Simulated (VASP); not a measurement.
**InSb (strained zincblende), PBE single-point calculation: Ansatz's output and VASP's**

```
CELL_PARAMETERS angstrom
0.00000 3.38741 3.27951
3.38741 0.00000 3.27951
3.38741 3.38741 0.00000
ATOMIC_POSITIONS crystal
In 0.00000 0.00000 0.00000
Sb 0.25000 0.25000 0.25000
```

Ansatz printed

```
SCF 1 converged in 6 iterations: F = -12082.556980 eV  dr2 = 1.13e-8
  greatest PAW one-centre occupation: 0.995 electrons in one spin orbital (limit 2), on the Sb atom at site 1 (counted from 0), in its partial waves of l = 2
NSCF: frozen V_eff on 6 k-points
SCF converged after 6 iterations
Free energy (F): -12082.556980 eV
Harris-Foulkes:  -12082.556980 eV  (|F-HF|=1.57e-8)
Internal energy: -12082.556908 eV  (E = F + TS)
E sigma→0 (E₀):  -12082.556944 eV
Entropy (-TS):   -0.000072 eV (-0.036 meV/atom)
Fermi energy:    6.193835 eV
--- Per-component energies (eV) ---
  E_band       = -289.319108
  E_kinetic    = 448.437329
  E_local      = -3326.000571  (includes V_loc(G=0)·N_el)
  E_nonlocal   = 729.585113
  E_hartree    = 1426.035522
  E_xc         = -352.697199
  E_vxc        = -194.128890  (∫ρ·V_xc dr)
  E_paw        = -8730.989747  (= ΣΔE_a)
  E_vpaw       = -799.287722  (= ΣTr[D̂ρ^β])
  E_aug_tail   = 0.000024  (compensation charges beyond the density's cutoff)
  E_ewald      = -2276.927379
  E_smearing   = -0.000072  (= −TS)
  E_closure    = -0.000000  (closes the sum)
  Σ components = -12082.556980   (vs F -12082.556980, Δ=0.00e0)
--- Forces (eV/Å), atoms counted from 1 ---
  atom   1  In    -0.00000000     0.00000000     0.00000000
  atom   2  Sb     0.00000000     0.00000000    -0.00000000
  max |Σ_I F_I| component: 8.33e-17 eV/Å
--- Stress (GPa, compression-positive) ---
       -1.243416      -0.000000       0.000000
       -0.000000      -1.243416      -0.000000
        0.000000      -0.000000      -0.488649
  P = ⅓ Tr σ = -0.9918 GPa (-9.918 kbar)
--- Band table (eV; the first three rows and the last of 30) ---
  k-point 0: bands = ["-22.2650", "-22.2644", "-22.2644", "-22.2542", "-22.2541", "-8.2604", "-8.2604", "-8.2540", "-8.2020", "-8.1961", "-3.9539", "5.4018", "6.1175", "6.1175", "6.2558", "9.0886", "9.1612", "9.1612"]
  k-point 1: bands = ["-22.2649", "-22.2644", "-22.2643", "-22.2541", "-22.2540", "-8.2664", "-8.2565", "-8.2520", "-8.2024", "-8.1961", "-3.7416", "3.6790", "5.8245", "5.9437", "6.8824", "9.4787", "9.5467", "9.7436"]
  k-point 2: bands = ["-22.2648", "-22.2641", "-22.2639", "-22.2539", "-22.2539", "-8.2814", "-8.2498", "-8.2459", "-8.2023", "-8.1952", "-3.2043", "1.8289", "5.3894", "5.5517", "6.6769", "9.8897", "9.9737", "11.6134"]
  k-point 29: bands = ["-22.2659", "-22.2629", "-22.2629", "-22.2544", "-22.2530", "-8.3121", "-8.2290", "-8.2290", "-8.2162", "-8.1895", "-2.2935", "0.7474", "4.1221", "4.1221", "7.3887", "7.5891", "13.7535", "13.7535"]
```

Datasets and cutoffs are each program's own. VASP's cell holds 18 valence electrons and Ansatz's 28. Ansatz's stress includes a Pulay correction; VASP's doesn't.

Problem. What does VASP give for the same cell and level of theory?

Solution. gap between bands v and c 0.14 eV; least direct gap 0.14 eV; pressure -1.0 GPa.

From OUTCAR

```
k-points           NKPTS =     30   k-points in BZ     NKDIM =     30   number of bands    NBANDS=     16

   NELECT =      18.0000    total number of electrons

   dimension x,y,z NGX =    36 NGY =   36 NGZ =   36
   dimension x,y,z NGXF=    72 NGYF=   72 NGZF=   72

  energy-cutoff  :      520.00
  volume of cell :       75.26
      direct lattice vectors                 reciprocal lattice vectors
     0.000000000  3.387408993  3.279513014    -0.147605442  0.147605442  0.152461661
     3.387408993  0.000000000  3.279513014     0.147605442 -0.147605442  0.152461661
     3.387408993  3.387408993  0.000000000     0.147605442  0.147605442 -0.152461661

 k-points in reciprocal lattice and weights: KPOINTS created by Atomic Simulation Env
   0.00000000  0.00000000  0.00000000       0.005
   0.16666667  0.00000000  0.00000000       0.037
   0.33333333  0.00000000  0.00000000       0.037
   0.50000000  0.00000000  0.00000000       0.019
   0.16666667  0.16666667  0.00000000       0.009
   0.33333333  0.16666667  0.00000000       0.037
   0.50000000  0.16666667  0.00000000       0.037
  -0.33333333  0.16666667  0.00000000       0.037
   ...

 E-fermi :   4.1284

 k-point     1 :       0.0000    0.0000    0.0000
  band No.  band energies     occupation
      1     -10.3324      2.00000
      2     -10.3324      2.00000
      3     -10.3257      2.00000
      4     -10.2739      2.00000
      5     -10.2674      2.00000
      6      -6.0174      2.00000
      7       3.3374      2.00000
      8       4.0522      1.95682
      9       4.0522      1.95682
     10       4.1904      0.08642
     11       7.0143      0.00000
     12       7.0869      0.00000
     13       7.0869      0.00000
     14       9.7301      0.00000
     15      11.9509      0.00000
     16      12.3627      0.00000

 k-point     2 :       0.1667    0.0000    0.0000
  band No.  band energies     occupation
      1     -10.3383      2.00000
      2     -10.3287      2.00000
      3     -10.3239      2.00000
      4     -10.2742      2.00000
      5     -10.2673      2.00000
      6      -5.8050      2.00000
      7       1.6115      2.00000
      8       3.7582      2.00000
      9       3.8775      1.99999
     10       4.8155      0.00000
     11       7.4046      0.00000
     12       7.4720      0.00000
     13       7.6714      0.00000
     14      10.7655      0.00000
     15      11.2203      0.00000
     16      11.4547      0.00000

 k-point     3 :       0.3333    0.0000    0.0000
  band No.  band energies     occupation
      1     -10.3530      2.00000
      2     -10.3222      2.00000
      3     -10.3181      2.00000
      4     -10.2740      2.00000
      5     -10.2662      2.00000
      6      -5.2672      2.00000
      7      -0.2419      2.00000
      8       3.3223      2.00000
      9       3.4847      2.00000
     10       4.6080      0.00000
     11       7.8137      0.00000
     12       7.8976      0.00000
     13       9.5426      0.00000
     14      10.7702      0.00000
     15      11.7008      0.00000
     16      11.7030      0.00000

 k-point     4 :       0.5000    0.0000    0.0000
  band No.  band energies     occupation
      1     -10.3604      2.00000
      2     -10.3194      2.00000
      3     -10.3155      2.00000
      4     -10.2733      2.00000
      5     -10.2651      2.00000
      6      -4.8920      2.00000
      7      -1.0846      2.00000
      8       3.1468      2.00000
      9       3.3274      2.00000
     10       4.4589      0.00000
     11       7.8141      0.00000
     12       7.9573      0.00000
     13      10.2199      0.00000
     14      11.7906      0.00000
     15      12.8766      0.00000
     16      13.1044      0.00000

 k-point     5 :       0.1667    0.1667    0.0000
  band No.  band energies     occupation
      1     -10.3408      2.00000
      2     -10.3250      2.00000
      3     -10.3250      2.00000
      4     -10.2769      2.00000
      5     -10.2655      2.00000
      6      -5.7231      2.00000
      7       1.5434      2.00000
      8       3.3149      2.00000
      9       3.3149      2.00000
     10       5.6363      0.00000
     11       6.4149      0.00000
     12       8.1854      0.00000
     13       8.1854      0.00000
     14      10.3720      0.00000
     15      11.3560      0.00000
     16      12.2405      0.00000

 k-point     6 :       0.3333    0.1667    0.0000
  band No.  band energies     occupation
      1     -10.3553      2.00000
      2     -10.3180      2.00000
      3     -10.3179      2.00000
      4     -10.2787      2.00000
      5     -10.2640      2.00000
      6      -5.2749      2.00000
      7       0.1203      2.00000
      8       2.7312      2.00000
      9       2.8829      2.00000
     10       5.7630      0.00000
     11       6.8228      0.00000
     12       8.7312      0.00000
     13       8.7722      0.00000
     14      10.9488      0.00000
     15      12.2742      0.00000
     16      12.5372      0.00000

 ...

  Total       -0.5942642     -0.5942642     -0.2391854      0.0000000      0.0000000      0.0000000
  in kB      -12.6507280    -12.6507280     -5.0917919      0.0000000      0.0000000      0.0000000
  external PRESSURE =     -10.1310826 kB  Pullay stress =       0.0000000 kB

 POSITION                                       TOTAL-FORCE (eV/Angst)
 -----------------------------------------------------------------------------------
      0.00000      0.00000      0.00000        -0.000000     -0.000000     -0.000000
      1.69370      1.69370      1.63976         0.000000      0.000000      0.000000
 -----------------------------------------------------------------------------------
    total drift:                               -0.000000     -0.000000     -0.000001

  FREE ENERGIE OF THE ION-ELECTRON SYSTEM (eV)
  ---------------------------------------------------
  free  energy   TOTEN  =        -6.9220858768 eV

  energy  without entropy=       -6.9220142608  energy(sigma->0) =       -6.92205007
```
